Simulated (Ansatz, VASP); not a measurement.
**Te in VASP and in Ansatz**

The input INCAR:

```
PREC = Accurate
ENCUT = 520
EDIFF = 1E-7
ISMEAR = -1
SIGMA = 0.05
LREAL = F
LASPH = T
NELM = 60
ALGO = Normal
ISIF = 2
LWAVE = F
LCHARG = F
GGA = PE
NBANDS = 13
```

KPOINTS

```
regular mesh
0
Gamma
  10 10 10
```

File POSCAR:

```
Te
1.0
   -2.9577914636      3.8759656627      1.5351528885
    2.9577914636     -3.8759656627      1.5351528885
    2.9577914636      3.8759656627     -1.5351528885
Te
2
Direct
    0.0072360000      0.7399050000      0.2566560000
    0.9837460000      0.2422910000      0.7595560000
```

input.yaml

```yaml
crystal:
  lattice:
    - [-2.9577914636, 3.8759656627, 1.5351528885]
    - [2.9577914636, -3.8759656627, 1.5351528885]
    - [2.9577914636, 3.8759656627, -1.5351528885]
  atoms:
    - { symbol: Te, position: [0.007236, 0.739905, 0.256656] }
    - { symbol: Te, position: [0.983746, 0.242291, 0.759556] }
hamiltonian:
  xc: pbe
  pseudopotentials: { kind: paw }
kpoints:
  mp_grid: { grid: [10, 10, 10] }
scf:
  occupations: { method: fermi_dirac, width: 0.05 }
output:
  forces: true
  stress: true
  eigenvalues: true
```

Change from the starting cell: atoms moved at random, drawn with an rms of 0.05 Å.

Alike in both runs: task single point; functional PBE; k mesh 10 × 10 × 10; occupations fermi-dirac, width 0.05 eV; no spin polarisation.

|  | VASP | Ansatz |
| --- | --- | --- |
| version | VASP 6.6.1 | Ansatz 0.2.0 |
| potentials or method | VASP PAW PBE potentials, release 64 (Te) | Ansatz PAW |
| plane-wave cutoff (eV) | 520 | 420 |
| valence electrons in the cell | 12 | 32 |

```tsv
	VASP	Ansatz	Ansatz less VASP
gap on the k mesh at the Fermi level (eV)	none	none	-
pressure (GPa)	0.8	0.9	+0.03
largest component of the traceless stress (GPa)	1.45	1.46	+0.010
rms of the force components (eV/Å)	0.027	0.028	+0.0009
```

Atom by atom the forces differ by 0.004 eV/Å (rms over components). A gap of «none» marks a metal or a gap that the smearing closes. The two sets of potentials don't hold the same shells in valence.

The runs have no spin-orbit coupling, so splittings on Te are missing.
